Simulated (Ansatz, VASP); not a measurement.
**Two plane-wave programs on KI**

```
K I
1.0
     0.00000    3.34607    3.54457
     3.34607    0.00000    3.54457
     3.34607    3.34607    0.00000
K I
1 1
Direct
  0.00000 0.00000 0.00000
  0.50000 0.50000 0.50000
```

Change from the starting cell: biaxial_xy strain -5.6%.

Alike in both runs: task single point; functional PBE; k mesh 6 × 6 × 6; occupations fermi-dirac, width 0.02 eV; no spin polarisation.

|  | VASP | Ansatz |
| --- | --- | --- |
| version | VASP 6.6.1 | Ansatz 0.2.0 |
| potentials or method | VASP PAW PBE potentials, release 64 (K_sv, I) | plane waves, PAW |
| plane-wave cutoff (eV) | 520 | 420 |
| valence electrons in the cell | 16 | 26 |

Ansatz gave:

- gap on the k mesh at the Fermi level (eV): 4.20
- pressure (GPa): 2.5
- largest component of the traceless stress (GPa): 1.56

Problem. What did VASP give for the same quantities?

Solution. gap on the k mesh at the Fermi level (eV): 4.20; pressure (GPa): 2.6; largest component of the traceless stress (GPa): 1.58.

The functional is the same, so the differences come from potentials, cutoffs and numerics. The two sets of potentials don't hold the same shells in valence.

Caveats: spin-orbit coupling is left out, which moves the levels of the heavy elements.
